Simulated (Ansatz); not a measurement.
Chalcopyrite CuInS₂, treated with BLYP (plane waves, PAW; Ansatz, a program for electronic structure).

From the output:

```
Relaxation: its limit of steps is 80 (relax.max_steps)
Crystal: 8 atoms, lattice volume = 193.745 Å³
Basis set: ecut = 520 eV, 5245 PW (Γ), exchange–correlation on 108×108×108 points (8 copies of the dense FFT grid, shifted against one another)
Bands: 53, of which v1, the nominal top of the filled ones, is band 44 counted from 1 (43 counted from 0)
Symmetry: 8 space group operations
Space group: I-42d (ITA 122), of the structure as read, at distance tolerance 5.8e-5 Å
k-points: 102 of 1000 (time reversal used)
Functional: x = b88, c = lyp
SCF iter   1: F=—  HF=-28126.804502 eV  |F-HF|=—  |Δ(HF+E_count)|=         —  Δρ=6.64e-3  dr2=9.11e-2
SCF iter   2: F=—  HF=-28126.784997 eV  |F-HF|=—  |Δ(HF+E_count)|=   1.95e-2  Δρ=3.95e-3  dr2=2.06e-2
  ...
SCF 1 converged in 9 iterations: F = -28126.778721 eV  dr2 = 4.72e-8
Crystal: 8 atoms, lattice volume = 193.745 Å³
Initial density: handed on by an earlier stage of this run
SCF 2 converged in 6 iterations: F = -28126.779864 eV  dr2 = 3.80e-8
Crystal: 8 atoms, lattice volume = 193.745 Å³
SCF 3 converged in 6 iterations: F = -28126.780008 eV  dr2 = 9.78e-9
Crystal: 8 atoms, lattice volume = 193.745 Å³
SCF iter   6: F=—  HF=-28126.780008 eV  |F-HF|=—  |Δ(HF+E_count)|=   1.02e-9  Δρ=3.05e-7  dr2=1.39e-10
SCF iter   7: F=-28126.780008 eV  HF=-28126.780008 eV  |F-HF|=4.95e-10  |Δ(HF+E_count)|=   4.02e-9  Δρ=8.13e-8  dr2=7.78e-12
SCF 4 converged in 7 iterations: F = -28126.780008 eV  dr2 = 7.78e-12
SCF converged after 7 iterations
Free energy (F): -28126.780008 eV
Internal energy: -28126.779953 eV  (E = F + TS)
E sigma→0 (E₀):  -28126.779981 eV
Fermi energy:    6.685360 eV
--- Forces (eV/Å), atoms counted from 1 ---
  atom   1  In     0.00000000     0.00000000    -0.00000000
  atom   2  In     0.00000000    -0.00000000    -0.00000000
  atom   3  Cu     0.00000000     0.00000000    -0.00000000
  atom   4  Cu     0.00000000     0.00000000    -0.00000000
  atom   5  S      0.00014298     0.00000000     0.00000000
  atom   6  S      0.00000000    -0.00014298     0.00000000
  atom   7  S     -0.00014298    -0.00000000     0.00000000
  atom   8  S      0.00000000     0.00014298    -0.00000000
--- Stress (GPa, compression-positive) ---
       -1.890693       0.000000       0.000000
        0.000000      -1.890693       0.000000
        0.000000       0.000000      -1.894254
  P = ⅓ Tr σ = -1.8919 GPa (-18.919 kbar)
```

### Question
Write an input file that could have produced this run (the log leaves some choices open).

### Answer
This is not unique; one that fits is 
Ansatz 0.2 input:
```yaml
crystal:
  lattice:
    - [-2.887595659, 2.887595659, 5.808953639]
    - [2.887595659, -2.887595659, 5.808953639]
    - [2.887595659, 2.887595659, -5.808953639]
  atoms:
    - { symbol: In, position: [0.5, 0.5, 0.0] }
    - { symbol: In, position: [0.25, 0.75, 0.5] }
    - { symbol: Cu, position: [0.0, 0.0, 0.0] }
    - { symbol: Cu, position: [0.75, 0.25, 0.5] }
    - { symbol: S, position: [0.875, 0.9020338261, 0.5270338261] }
    - { symbol: S, position: [0.0979661739, 0.625, 0.9729661739] }
    - { symbol: S, position: [0.375, 0.3479661739, 0.4729661739] }
    - { symbol: S, position: [0.6520338261, 0.125, 0.0270338261] }
basis:
  ecutwfc: 520
  ecutrho_ratio: 4
  xc_grid: 2
kpoints:
  mp_grid: { grid: [10, 10, 10] }
hamiltonian:
  xc: blyp
  dispersion: none
  pseudopotentials: { kind: paw }
scf:
  occupations: { method: fermi_dirac, width: 0.01 }
output:
  forces: true
  stress: true
  eigenvalues: true
relax:
  f_tol: 0.004
  escape_saddle: false
  max_steps: 80
  cell: { stress_tol: 0.02, fix: [volume] }
```

The cell is one volume of an energy–volume scan, off the minimum.

The PAW data were made under PBE.

Note: the cell is over a tenth larger than the published one: the level's own overestimate first of all, though another phase or state, or a fault of the published cell, is possible.
